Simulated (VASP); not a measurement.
A run of VASP 6.6.1 is set up as follows.

Contents of INCAR:

```
ALGO = Normal ; EDIFF = 1E-7
ENCUT = 520 ; GGA = PE
ISIF = 2 ; ISMEAR = -1
LASPH = T ; LCHARG = F
LREAL = F ; LWAVE = F
NBANDS = 11 ; NELM = 60
PREC = Accurate ; SIGMA = 0.05
```

File KPOINTS:

```
k-points
0
Gamma
  12 12 12
```

The input POSCAR:

```
BN
1.0
    1.2511217832      0.7223354983      3.3729344033
   -1.2511217832      0.7223354983      3.3729344033
    0.0000000000     -1.4446709966      3.3729344033
N B
1 1
Direct
    0.6672382000      0.6672382000      0.6672382000
    0.0003288000      0.0003288000      0.0003288000
```

Potentials or basis: VASP PAW PBE potentials, release 64 (N, B).

The run is started by

```console
$ cat potpaw_PBE.64/N/POTCAR potpaw_PBE.64/B/POTCAR > POTCAR
$ mpirun -np 1 vasp_std > vasp.out
```

Question: Predict the band gap on the k mesh.

Answer: 4.28 eV, indirect (least direct gap 4.70 eV).

Question: Predict the pressure.

Answer: 3.6 GPa.

Forces in eV/Å, atoms in the order of the input:
```
N    0.000  0.000 -0.003
B    0.000  0.000  0.003
```

A k mesh can miss the band edges. A hybrid or GW would open this gap; PBE tends to underestimate it.
